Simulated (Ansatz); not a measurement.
Cd:

```
Cd
1.0
    -1.78432    1.78432    1.78432
     1.78432   -1.78432    1.78432
     1.78432    1.78432   -1.78432
Cd
1
Direct
  0.00000 0.00000 0.00000
```

This isn't the form of Cd at room conditions, which is hcp.

| Property | Result |
| --- | --- |
| Program | Ansatz 0.2.0 |
| Task | relaxation of cell and atoms |
| Functional | PBEsol |
| Potentials or basis | Ansatz PAW |
| Cutoff | 420 eV (not typed: the program's choice for these potentials) |
| k mesh | 10 × 10 × 10 |
| Occupations | fermi-dirac, width 0.05 eV |
| Spin | no spin polarisation |

At the start: volume 22.72 Å³/atom.

Question: How do energy, volume and symmetry change on relaxing?

Answer: It ends after 5 steps and the volume is 21.25 Å³/atom (-6.5 %); space group Im-3m (No. 229, to 0.05 Å).

The path:
| step | energy change (eV) | largest force (eV/Å) | volume (Å³) |
| --- | --- | --- | --- |
| 1 | 0.0000 | 0.0000 | 22.72 |
| 2 | -0.0141 | 0.0000 | 21.45 |
| 3 | -0.0145 | 0.0000 | 21.19 |
| 4 | -0.0145 | 0.0000 | 21.25 |
| 5 | -0.0141 | 0.0000 | 21.25 |

Final structure:
```
Cd
1.0
    -1.74484    1.74484    1.74484
     1.74484   -1.74484    1.74484
     1.74484    1.74484   -1.74484
Cd
1
Cartesian
  0.0000 0.0000 0.0000
```

Caveat: the plane-wave basis is chosen anew once the cell has moved, so the energies of steps on either side of that aren't comparable; the PAW data sets come from PBE, with cores solved anew for the run's functional, which leaves a small shift of forces and pressure.
